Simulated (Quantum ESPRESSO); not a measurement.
MgB2: zone-centre phonons under several settings

```
Mg B
1.0
     3.08500    0.00000    0.00000
    -1.54250    2.67169    0.00000
     0.00000    0.00000    3.52300
Mg B
1 2
Direct
  0.00000 0.00000 0.00000
  0.66667 0.33333 0.50000
  0.33333 0.66667 0.50000
```

All runs used Quantum ESPRESSO 7.5; k mesh 8 × 8 × 7; given cell, atoms relaxed; no spin polarisation; occupations cold, width 0.2 eV.

| level | potentials | cutoff (eV) | pressure (GPa) | lowest optical mode without the field (cm⁻¹) | highest optical mode without the field (cm⁻¹) |
| --- | --- | --- | --- | --- | --- |
| PBE | SSSP 1.3 efficiency PBE | 748 | -1.4 | 331 | 690 |
| PBE | GBRV 1.5 PBE | 612 | -1.1 | 331 | 690 |
| PBE | JTH 2.0 PBE | 707 | -0.2 | 332 | 691 |
| PBE | SG15 PBE 1.2 | 952 | -1.8 | 332 | 694 |
| PBE | SPMS 1.0 PBE | 952 | ? | ? | ? |

Problem. What stands in the row left open?

Solution. Pressure -1.1 GPa; lowest optical mode without the field 333 cm⁻¹; highest optical mode without the field 691 cm⁻¹.

Caveats: the mesh is thin for the phonons of a metal; before the sum rule the acoustic modes lie tens of cm⁻¹ from zero, a sign that the density grid also shifts the optical modes (some runs).

For the row left open. Caveat: the mesh is thin for the phonons of a metal.

The runs don't all hold the same shells in valence.
